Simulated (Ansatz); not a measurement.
**Two inputs for C with nitrogen replacing C**

This input was run with Ansatz:

```yaml
crystal:
  lattice:
    - [7.41, 0.0, 0.0]
    - [-3.705, 6.4172482419, 0.0]
    - [0.0, 0.0, 6.79]
  atoms:
    - { symbol: "N", position: [0.0, 0.0, 0.0], spin: 1.0 }
    - { symbol: C, position: [0.0, 0.3333333333, 0.0] }
    - { symbol: C, position: [0.0, 0.6666666667, 0.0] }
    - { symbol: C, position: [0.3333333333, 0.0, 0.0] }
    - { symbol: C, position: [0.3333333333, 0.3333333333, 0.0] }
    - { symbol: C, position: [0.3333333333, 0.6666666667, 0.0] }
    - { symbol: C, position: [0.6666666667, 0.0, 0.0] }
    - { symbol: C, position: [0.6666666667, 0.3333333333, 0.0] }
    - { symbol: C, position: [0.6666666667, 0.6666666667, 0.0] }
    - { symbol: C, position: [0.0, 0.0, 0.5] }
    - { symbol: C, position: [0.0, 0.3333333333, 0.5] }
    - { symbol: C, position: [0.0, 0.6666666667, 0.5] }
    - { symbol: C, position: [0.3333333333, 0.0, 0.5] }
    - { symbol: C, position: [0.3333333333, 0.3333333333, 0.5] }
    - { symbol: C, position: [0.3333333333, 0.6666666667, 0.5] }
    - { symbol: C, position: [0.6666666667, 0.0, 0.5] }
    - { symbol: C, position: [0.6666666667, 0.3333333333, 0.5] }
    - { symbol: C, position: [0.6666666667, 0.6666666667, 0.5] }
    - { symbol: C, position: [0.1111111111, 0.2222222222, 0.005] }
    - { symbol: C, position: [0.1111111111, 0.5555555556, 0.005] }
    - { symbol: C, position: [0.1111111111, 0.8888888889, 0.005] }
    - { symbol: C, position: [0.4444444444, 0.2222222222, 0.005] }
    - { symbol: C, position: [0.4444444444, 0.5555555556, 0.005] }
    - { symbol: C, position: [0.4444444444, 0.8888888889, 0.005] }
    - { symbol: C, position: [0.7777777778, 0.2222222222, 0.005] }
    - { symbol: C, position: [0.7777777778, 0.5555555556, 0.005] }
    - { symbol: C, position: [0.7777777778, 0.8888888889, 0.005] }
    - { symbol: C, position: [0.2222222222, 0.1111111111, 0.505] }
    - { symbol: C, position: [0.2222222222, 0.4444444444, 0.505] }
    - { symbol: C, position: [0.2222222222, 0.7777777778, 0.505] }
    - { symbol: C, position: [0.5555555556, 0.1111111111, 0.505] }
    - { symbol: C, position: [0.5555555556, 0.4444444444, 0.505] }
    - { symbol: C, position: [0.5555555556, 0.7777777778, 0.505] }
    - { symbol: C, position: [0.8888888889, 0.1111111111, 0.505] }
    - { symbol: C, position: [0.8888888889, 0.4444444444, 0.505] }
    - { symbol: C, position: [0.8888888889, 0.7777777778, 0.505] }
magnetization:
  spin_polarized: true
kpoints:
  mp_grid: { grid: [3, 3, 3] }
scf:
  occupations: { method: fermi_dirac, width: 0.01 }
  max_iter: 100
hamiltonian:
  xc: pbe
  pseudopotentials: { kind: paw }
  hubbard: { sites: [{ species: "N", l: p, u_eff: 20.0 }] }
output:
  forces: true
  stress: true
  populations: true
  efg:
    quadrupole_moments_barn: { "N": 0.02044 }
    contact_densities: true
```

It converged. Of its output the block on the nuclei alone is shown, without the SCF iterations, energies, forces and stress (one atom of each set):

```
--- PAW observables at the nuclei: V_zz in 10²¹ V/m², potentials from the cell's mean, atoms counted from 1 ---
  atom   1  N  V_zz =   -15.115949   η = 0.0000   by run symmetry: allowed   C_q = -7.4709 MHz
            electrostatic potential = -512.138501 V   contact ρ = 1406.556791 e/Å³   contact ρ_s (e/Å³): all electrons +0.019865, valence +0.074321
  atom   2  C  V_zz =    +1.991673   η = 0.2127   by run symmetry: allowed
            electrostatic potential = -412.289840 V   contact ρ = 866.955697 e/Å³   contact ρ_s (e/Å³): all electrons -0.045566, valence -0.058342
  atom   6  C  V_zz =    +2.295948   η = 0.0000   by run symmetry: allowed
            electrostatic potential = -412.417488 V   contact ρ = 867.048147 e/Å³   contact ρ_s (e/Å³): all electrons -0.019253, valence -0.027103
  atom   8  C  V_zz =    +2.212468   η = 0.0000   by run symmetry: allowed
            electrostatic potential = -412.401980 V   contact ρ = 867.024815 e/Å³   contact ρ_s (e/Å³): all electrons -0.064228, valence -0.081205
  atom  10  C  V_zz =    +2.381004   η = 0.0000   by run symmetry: allowed
            electrostatic potential = -412.731038 V   contact ρ = 867.071904 e/Å³   contact ρ_s (e/Å³): all electrons +0.016540, valence +0.032456
  atom  11  C  V_zz =    +2.462587   η = 0.0015   by run symmetry: allowed
            electrostatic potential = -412.702781 V   contact ρ = 867.099897 e/Å³   contact ρ_s (e/Å³): all electrons +0.009775, valence +0.016944
  atom  15  C  V_zz =    +2.429165   η = 0.0000   by run symmetry: allowed
            electrostatic potential = -412.714647 V   contact ρ = 867.091460 e/Å³   contact ρ_s (e/Å³): all electrons +0.015772, valence +0.031035
  atom  17  C  V_zz =    +2.418874   η = 0.0000   by run symmetry: allowed
            electrostatic potential = -412.713420 V   contact ρ = 867.088137 e/Å³   contact ρ_s (e/Å³): all electrons +0.015290, valence +0.030305
  atom  19  C  V_zz =    -2.583184   η = 0.1066   by run symmetry: allowed
            electrostatic potential = -411.093474 V   contact ρ = 866.704077 e/Å³   contact ρ_s (e/Å³): all electrons +0.041065, valence +0.097602
  atom  20  C  V_zz =    +1.892722   η = 0.1240   by run symmetry: allowed
            electrostatic potential = -412.383443 V   contact ρ = 866.935753 e/Å³   contact ρ_s (e/Å³): all electrons +0.016084, valence +0.030982
  atom  22  C  V_zz =    +2.062550   η = 0.0373   by run symmetry: allowed
            electrostatic potential = -412.386468 V   contact ρ = 866.987440 e/Å³   contact ρ_s (e/Å³): all electrons +0.054045, valence +0.119374
  atom  28  C  V_zz =    +2.036219   η = 0.0101   by run symmetry: allowed
            electrostatic potential = -412.793148 V   contact ρ = 866.979780 e/Å³   contact ρ_s (e/Å³): all electrons -0.012447, valence -0.019581
  atom  29  C  V_zz =    +2.029103   η = 0.0035   by run symmetry: allowed
            electrostatic potential = -412.791822 V   contact ρ = 866.980180 e/Å³   contact ρ_s (e/Å³): all electrons -0.011352, valence -0.018574
  atom  31  C  V_zz =    +2.031964   η = 0.0027   by run symmetry: allowed
            electrostatic potential = -412.788347 V   contact ρ = 866.979933 e/Å³   contact ρ_s (e/Å³): all electrons -0.011806, valence -0.019039
```

Task: Can these gradients be trusted, and how do they compare with a run on standard settings?

Result: No. Against the standard input the change is `hamiltonian.hubbard`: not typed → {sites: [{species: N, l: p, u_eff: 20.0}]}; `scf.max_iter`: not typed → 100. A site carries the number of its first atom; V_zz in 10²¹ V/m².

```
site  atom  V_zz standard  η standard  V_zz here  η here
   N     1          -5.47        0.00     -15.12    0.00
  C2     2           1.84        0.36       1.99    0.21
  C6     6           2.37        0.00       2.30    0.00
  C8     8           2.12        0.00       2.21    0.00
 C10    10           2.15        0.00       2.38    0.00
 C11    11           2.25        0.01       2.46    0.00
 C15    15           2.20        0.00       2.43    0.00
 C17    17           2.21        0.00       2.42    0.00
 C19    19          -2.51        0.60      -2.58    0.11
 C20    20           1.84        0.16       1.89    0.12
 C22    22           2.08        0.05       2.06    0.04
 C28    28           2.03        0.00       2.04    0.01
```

The largest change of V_zz is on N, from -5.47 to -15.12. In per cent, |V_zz| changes by +176 on N, -3 to +11 on C (all sites that start above 2). Where |V_zz| stays above 0.1, η moves most on C19, from 0.60 to 0.11. The table leaves out 2 of the 14 sites, with |V_zz| up to 2.05; their tensors move by 0.02 at most along any direction. The statements above cover all sites. The absolute magnetisation of the cell goes from 0.3 to 0.9 μB. SCF iterations: 16 and 36. New warnings: filled band counts differ across k points. The changed input holds an enormous U, so its numbers aren't properties of the crystal.

On the reference run: The defect repeats with the cell of 36 atoms, so it feels its images: sites between two images don't show the values beside a lone defect, and zeros or small values of η there can come from the images' arrangement. C carries a gradient in the pure host already, so the values there aren't the defect's effect alone. The defect cell has no gap above 0.1 eV on its mesh, so the values can hang on the smearing and the k-mesh. The run lost most of its start moments on N; a state with other moments may lie lower. The neighbours have not yet relaxed around the defect (largest force 0.72 eV/Å), so a real crystal will differ.
